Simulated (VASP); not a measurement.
# CaB2: relaxation of cell and atoms with r2SCAN+D4

The system is CaB2.

```
Ca B
1.0
     3.22643    0.00000    0.00000
    -1.61322    2.79417    0.00000
     0.00000    0.00000    4.06739
Ca B
1 2
Direct
  0.00000 0.00000 0.00000
  0.66667 0.33333 0.50000
  0.33333 0.66667 0.50000
```

The cell comes from a database or a generator and needn't be the stable form of this composition.

```yaml
Program: VASP 6.6.1
Task: relaxation of cell and atoms
Functional: r2SCAN
Dispersion: D4
Potentials_or_basis: VASP PAW PBE potentials, release 64 (Ca_sv, B)
Cutoff: 600 eV
k_mesh: 9 × 9 × 7
Occupations: fermi-dirac, width 0.05 eV
Spin: no spin polarisation
Further_INCAR_settings: ALGO = Normal; EDIFF = 1e-06; IBRION = 2; EDIFFG = -0.01; NSW = 40; ISIF = 3
```

The relaxed volume is 12.12 Å³/atom. The relaxed cell is a = 3.216 Å, b = 3.216 Å, c = 4.061 Å, α = 90.00°, β = 90.00°, γ = 120.00°. The space group after relaxing (to 0.05 Å) is P6/mmm (No. 191), the energy gained by relaxing is 0.3 meV/atom and the ionic steps are 3. The pressure after relaxing is 0.0 GPa, the band gap on the k mesh is none (metal or under the smearing width) and the dispersion energy per atom is -0.083 eV.

Stress tensor (GPa, compression positive):
```
-0.01  0.00  0.00
 0.00 -0.01  0.00
 0.00  0.00  0.13
```

Step by step:
| step | energy change (eV) | largest force (eV/Å) | pressure (GPa) | volume (Å³) |
| --- | --- | --- | --- | --- |
| 1 | 0.0000 | 0.0000 | -0.99 | 36.67 |
| 2 | -0.0009 | 0.0000 | 0.39 | 36.27 |
| 3 | -0.0010 | 0.0000 | 0.03 | 36.37 |

Final structure:
```yaml
crystal:
  lattice:
    - [3.21565, 0.00000, 0.00000]
    - [-1.60783, 2.78484, 0.00000]
    - [0.00000, 0.00000, 4.06137]
  atoms:
    - { symbol: Ca, position: [0.00000, 0.00000, 0.00000] }
    - { symbol: B, position: [0.66667, 0.33333, 0.50000] }
    - { symbol: B, position: [0.33333, 0.66667, 0.50000] }
```

Levels at points of the mesh, in eV from the Fermi level:
```
           k point  band 6  band 7  band 8  band 9  band 10  band 11
(0.00, 0.00, 0.00)   -2.01    0.39    0.39    0.71     5.78     5.78
```

Run time: 2.6 min on 1 thread of AMD EPYC 9R45 96-Core Processor (Zen 5), with other jobs on the host, peak memory 0.17 GiB.

Caveat: the PAW data sets were made with another functional, which shifts forces and pressure a little; pairwise dispersion overbinds metals, which lowers pressure and volume.
